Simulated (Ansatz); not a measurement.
SrTiO₃ in the cubic perovskite structure, relaxed with r2SCAN in the PAW code Ansatz: the symmetry is Pm-3m (No. 221, cubic); conventional cell a = 3.907 Å, 11.93 Å³ an atom. Sr has 12 O at 2.76 Å; Ti has 6 O at 1.95 Å; O has 2 Ti at 1.95 Å and 4 Sr at 2.76 Å. It was then strained (epitaxial in the xy plane), atoms relaxed again within the symmetry left. Unstrained, HSE06 gives 3.321 eV (R → Γ, 4×4×4 mesh), and the band edges keep their places in every row. The normal direction was relaxed to zero stress. Only one sign of strain is shown, since it lowers the symmetry, and equivalent edge states can then move with another slope on the other side. Stress is positive in compression. (Simulation; spin polarisation is off.)

Axes as in this cell:
```
CELL_PARAMETERS angstrom
3.90685 0.00000 0.00000
0.00000 3.90685 0.00000
0.00000 0.00000 3.90685
ATOMIC_POSITIONS crystal
Sr 0.00000 0.00000 0.00000
Ti 0.50000 0.50000 0.50000
O 0.50000 0.50000 0.00000
O 0.50000 0.00000 0.50000
O 0.00000 0.50000 0.50000
```

```csv
strain (%),ε,"ΔE_g, HSE06 (eV)","Δσ_xx, r2SCAN (GPa)","Δ(mean ε∞, r2SCAN)"
+1.0,+0.0100,-0.056,-3.75,+0.02
+3.0,+0.0300,-0.151,-10.15,+0.06
+4.0,+0.0400,-0.190,-12.87,+0.09
```

**Fit ΔE_g = a x + b x² to these rows by least squares, with x = ε.** The normal equations take Σx² = 2.600e-03, Σx³ = 9.200e-05, Σx⁴ = 3.380e-06, ΣxΔE = -1.269e-02 and Σx²ΔE = -4.455e-04, and give a = -5.88 eV, b = +28.3 eV; the largest residual is 0.000 eV.

**Fit the change of σ_xx in the same way.** Δσ_xx = -390.7 x + (1730) x² GPa. The slope, 391 GPa, is the biaxial modulus of the film.

**Predict the withheld row at +2.0 % (x = +0.0200).** ΔE_g ≈ -5.88 × (+0.0200) + (28.3) × (+0.0200)² = -0.106 eV, and Δσ_xx ≈ -7.12 GPa. The runs give -0.107 eV and -7.12 GPa, off by -0.001 eV and 0.00 GPa.

**Fit the last column too (unstrained value 5.64), and predict it for the withheld row.** Δ = +1.63 x + (14.8) x², which gives +0.04 at x = +0.0200; the run gives +0.04.

For a response run the program warns that the ground state's bands aren't all converged, so ε∞ carries an extra error.
